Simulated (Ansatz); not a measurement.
**SiC (P6_3mc): G0W0 under other settings**

Aim: change settings of a G0W0 run on SiC (P6_3mc) and see what moves.

Main program and level: Ansatz 0.2.0; G0W0 on PBE, plane waves, PAW; PAW set soft_1.

Most raw output is cut from this account.

## Step 1: Starting point

Symmetry: P6_3mc, No. 186, hexagonal system. Conventional cell: a = 3.074 Å, b = 3.074 Å, c = 5.045 Å, α = 90.00°, β = 90.00°, γ = 120.00°. Si has 4 C at 1.88 to 1.90 Å nearest. Nearest to C lie 4 Si at 1.88 to 1.90 Å. Farther neighbours are not listed.

The cell and positions are those that the Materials Project relaxed with its own functionals (PBE, PBE+U or r2SCAN), kept fixed.

## Step 2: The base run: 6×6×2 mesh, 123 empty bands, screening to 120 eV, PAW set soft_1 files

Now the one-shot GW correction: screening in the RPA, then the self-energy of the levels asked for. This step takes PAW set soft_1 files.

Contents of input.yaml:

```yaml
crystal:
  lattice:
    - [3.0735139282, 0.0, 0.0]
    - [-1.5367569641, 2.6617411407, 0.0]
    - [0.0, 0.0, 5.04524771]
  atoms:
    - { symbol: Si, position: [0.33333333, 0.66666667, 0.4996024] }
    - { symbol: Si, position: [0.66666667, 0.33333333, 0.9996024] }
    - { symbol: C, position: [0.33333333, 0.66666667, 0.8753976] }
    - { symbol: C, position: [0.66666667, 0.33333333, 0.3753976] }
kpoints:
  mp_grid: { grid: [6, 6, 2] }
hamiltonian:
  xc: pbe
  pseudopotentials: { kind: paw, azcp: { folder: soft_1 } }
scf:
  occupations: { method: fixed }
gw:
  n_empty_bands: 123
  ecut_chi: 120
  qp_bands: [v2, c2]
  qp_kpoints: band_edges
  screening: { model: contour_deformation }
```

The run is started by

```bash
$ ansatz run input.yaml --threads 3 --pin off --max-ram 92160MiB --backend cuda --events-out ev --progress --plain --runs-dir out --devices 1 --max-vram 13GiB
```

Wall time 12 s (1 × NVIDIA H100 80GB HBM3 (shared by 6 runs) with 3 threads of AMD EPYC 7R13 (Zen 3), shared host); peak memory 1 GiB.

Numbers from this step:

* bands summed: 131
* RPA ε∞ on this mesh (eigenvalues): 6.664, 6.906, 6.906
* plane waves in the screening matrix: 135
* q-points in the mesh: 72
* G0W0 gap on the mesh: 2.999 eV
* k of the valence top: 0, 0, 0
* k of the conduction bottom: 0.3333, 0.3333, 0
* starting gap on the mesh: 2.269 eV
* Z at the valence top: 0.7910
* Z at the conduction bottom: 0.8211
* least direct G0W0 gap on the computed points: 4.927 eV

The gap on the mesh goes from 2.27 eV to 3.00 eV, a correction of +0.73 eV. Between the two edge states, bare exchange in place of the xc potential would open the gap by 6.98 eV, and correlation takes back 6.25 eV.

## Step 3: Variant: norm-conserving files, smooth pair densities

This step: G0W0 on PBE, plane waves, norm-conserving pseudopotentials.

input.yaml: that of step 2 with these lines changed.

```diff
@@ -14,3 +14,3 @@
   xc: pbe
-  pseudopotentials: { kind: paw, azcp: { folder: soft_1 } }
+  pseudopotentials: { kind: nc }
 scf:
@@ -18,4 +18,4 @@
 gw:
-  n_empty_bands: 123
-  ecut_chi: 120
+  n_empty_bands: 67
+  ecut_chi: 80
   qp_bands: [v2, c2]
@@ -23 +23,2 @@
   screening: { model: contour_deformation }
+  pair_densities: pseudo
```

Wall time 13 s (1 × NVIDIA H100 80GB HBM3 (shared by 6 runs) with 3 threads); peak memory 1 GiB; 7.2 s of CPU time.

The G0W0 gap on the mesh is 2.775 eV.

Against the base:

| setting | base | variant |
| --- | --- | --- |
| files | PAW set soft_1 | norm-conserving |
| empty bands | 123 | 67 |
| screening cutoff (eV) | 120 | 80 |
| pair densities | - | pseudo |

| quantity | variant | base |
| --- | --- | --- |
| starting gap on the mesh | 2.258 | 2.269 |
| G0W0 gap on the mesh | 2.775 | 2.999 |
| least direct G0W0 gap on the computed points | 4.757 | 4.927 |
| Z at the valence top | 0.793 | 0.791 |
| Z at the conduction bottom | 0.821 | 0.821 |

## Step 4: Variant: plasmon pole at a typed frequency

This step: G0W0 on PBE, plane waves, PAW; PAW set soft_1.

input.yaml, the sections that differ from step 3:

```yaml
hamiltonian:
  xc: pbe
  pseudopotentials: { kind: paw, azcp: { folder: soft_1 } }
gw:
  n_empty_bands: 93
  ecut_chi: 100
  qp_bands: [v2, c2]
  qp_kpoints: band_edges
  screening: { model: godby_needs }
  plasmon_pole_fit_frequency: 15
# crystal, kpoints, scf: as in step 3
```

Run time: 12 s. Hardware: 1 × NVIDIA H100 80GB HBM3 (shared by 6 runs) with 3 threads; peak memory 1 GiB; 8.8 s of CPU time.

The G0W0 gap on the mesh is 2.888 eV.

Against the base:

| setting | base | variant |
| --- | --- | --- |
| empty bands | 123 | 93 |
| screening cutoff (eV) | 120 | 100 |
| frequency model | contour deformation | plasmon pole |
| plasmon pole fit frequency | - | 15 |

| quantity | variant | base |
| --- | --- | --- |
| starting gap on the mesh | 2.269 | 2.269 |
| G0W0 gap on the mesh | 2.888 | 2.999 |
| least direct G0W0 gap on the computed points | 4.837 | 4.927 |
| Z at the valence top | 0.790 | 0.791 |
| Z at the conduction bottom | 0.820 | 0.821 |

## Step 5: Results

| Item | Value |
| --- | --- |
| base | 3.00 eV, 12 s |
| norm-conserving files, smooth pair densities | 2.78 eV, 13 s |
| plasmon pole at a typed frequency | 2.89 eV, 12 s |

In words: Norm-conserving files, smooth pair densities: the gap moves by −0.22 eV (the plane-wave cutoff goes from 420 to 1115.67 eV). The variant differs from the base in files, empty bands, screening cutoff and pair densities together, so the change can't be laid to one of them. Plasmon pole at a typed frequency: the gap moves by −0.11 eV. The variant differs from the base in empty bands, screening cutoff, frequency model and plasmon pole fit frequency together, so the change can't be laid to one of them. All runs here use a coarse mesh and modest cutoffs; they test settings and are not final values. The 6×6×2 mesh is coarse for this cell (its supercell is 10 Å along the shortest edge). The RPA ε∞ on it, from the PBE start, is 6.66 and 6.91; such meshes misread the long-range screening, most where the gap is narrow.

[Paths, hosts, dates, memory and timing lines, banners, echoed tables and standing remarks are left out of the program output.]

[Logs are printed without paths, hosts, clocks, repeated set-up lines and the standing remarks that a program may print on its own settings, such as how far it seeks lower states.]

[Runs of the session that timed out or met a known fault of the program may be left out.]

[Cells called generated may have been cut or substituted from an entry of the Crystallography Open Database or the Materials Project.]

[Hosts, paths, dates, database ids (printed as entryN), source tags and the programs' standing remarks are cut or masked in the printed files.]
